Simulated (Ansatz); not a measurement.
The structure comes from a relaxation in the same program, started in the diamond type, and has space group Fd-3m. Whether it is a known phase or the ground state wasn't checked.

An input for Sr: DFT, PBE, PAW with Ansatz's default frozen-core files, scalar-relativistic (Ansatz 0.2.0).

```yaml
crystal:
  lattice:
    - [0.0, 4.8091227698, 4.8091227698]
    - [4.8091227698, 0.0, 4.8091227698]
    - [4.8091227698, 4.8091227698, 0.0]
  atoms:
    - { symbol: Sr, position: [0.0, 0.0, 0.0] }
    - { symbol: Sr, position: [0.25, 0.25, 0.25] }
kpoints:
  mp_grid: { grid: [11, 11, 11] }
  band_path:
    path:
      - [0.0, 0.0, 0.0]
      - [0.5, 0.0, 0.5]
      - [0.625, 0.25, 0.625]
      - [0.375, 0.375, 0.75]
      - [0.0, 0.0, 0.0]
      - [0.5, 0.5, 0.5]
      - [0.5, 0.25, 0.75]
      - [0.5, 0.0, 0.5]
    npoints: 8
scf:
  occupations: { method: fermi_dirac, width: 0.08 }
hamiltonian:
  xc: pbe
  pseudopotentials: { kind: paw }
output:
  forces: true
  stress: true
  eigenvalues: true
  efg: { contact_densities: true }
  populations: true
  bader: true
  dos: { projected: true, de: 0.2, e_range: [-14, 8] }
```

Set-up and iterations as logged by Ansatz (the results part is left out, to be predicted):

```
Engine: ansatz 0.2.0
Pseudopotentials: kind: paw
Pseudopotential: Sr, paw, valence charge 10, recommended cutoff 420 eV (normal)
Functional definition: PBE
  parameter kappa = 0.804
  parameter beta = 0.06672455060314922
  exchange = pbe_x(kappa = kappa, mu = beta*pi^2/3)
  correlation = pbe_c(beta = beta)
Crystal: 2 atoms, lattice volume = 222.448 Å³
Basis set: ecut = 420 eV, 4285 PW (Γ), exchange–correlation on 96×96×96 points (8 copies of the dense FFT grid, shifted against one another)
Bands: 14, of which v1, the nominal top of the filled ones, is band 10 counted from 1 (9 counted from 0)
Symmetry: 48 space group operations
Space group: Fd-3m (ITA 227), of the structure as read, at distance tolerance 6.1e-5 Å
k-points: 56 of 1331
Non-local potential: Sr, projectors of the file, l = 0: 3, l = 1: 2, l = 2: 2
PAW form: soft (Blöchl's): semilocal exchange-correlation on the pseudo side does not see the compensation charge
PAW one-centre angular grid: Sr, 110 points (default); XC on 64 Gauss nodes
Initial density: superposition of atomic densities (neutral atoms: chi_scale 0, normalization atom), corrected by the library's trained network
Initial wavefunctions: pseudopotential atomic-orbital guess
Functional: x = pbe(κ = 0.804, μ = 0.2195149727645171), c = pbe(β = 0.06672455060314922)
SCF iter   1: F=—  HF=-7086.562756 eV  |F-HF|=—  |Δ(HF+E_count)|=         —  Δρ=1.20e-3  dr2=1.51e-2  ethr=1.77e-3  ⟨swp⟩=9.3  Hψ=5914  notcnv=0
SCF iter   2: F=—  HF=-7086.565629 eV  |F-HF|=—  |Δ(HF+E_count)|=   2.87e-3  Δρ=5.43e-4  dr2=3.29e-3  ethr=7.57e-5  ⟨swp⟩=2.6  Hψ=1593  notcnv=0
SCF iter   3: F=—  HF=-7086.566470 eV  |F-HF|=—  |Δ(HF+E_count)|=   8.41e-4  Δρ=2.04e-4  dr2=2.12e-4  ethr=1.64e-5  ⟨swp⟩=2.0  Hψ=917  notcnv=0
SCF iter   4: F=—  HF=-7086.566582 eV  |F-HF|=—  |Δ(HF+E_count)|=   1.12e-4  Δρ=4.83e-5  dr2=8.53e-6  ethr=1.06e-6  ⟨swp⟩=3.1  Hψ=1674  notcnv=0
SCF iter   5: F=—  HF=-7086.566521 eV  |F-HF|=—  |Δ(HF+E_count)|=   6.03e-5  Δρ=1.44e-5  dr2=5.16e-7  ethr=4.26e-8  ⟨swp⟩=3.0  Hψ=1518  notcnv=0
SCF iter   6: F=-7086.566523 eV  HF=-7086.566522 eV  |F-HF|=2.83e-8  |Δ(HF+E_count)|=   1.21e-6  Δρ=2.40e-6  dr2=1.33e-8  ethr=5.00e-10  ⟨swp⟩=9.7  Hψ=4851  notcnv=0
```

(1) What pressure will this run report?

(2) Is there a band gap?

## Answers

(1) 0.01 GPa (positive in compression).

(2) none: bands cross the Fermi level, a metal.
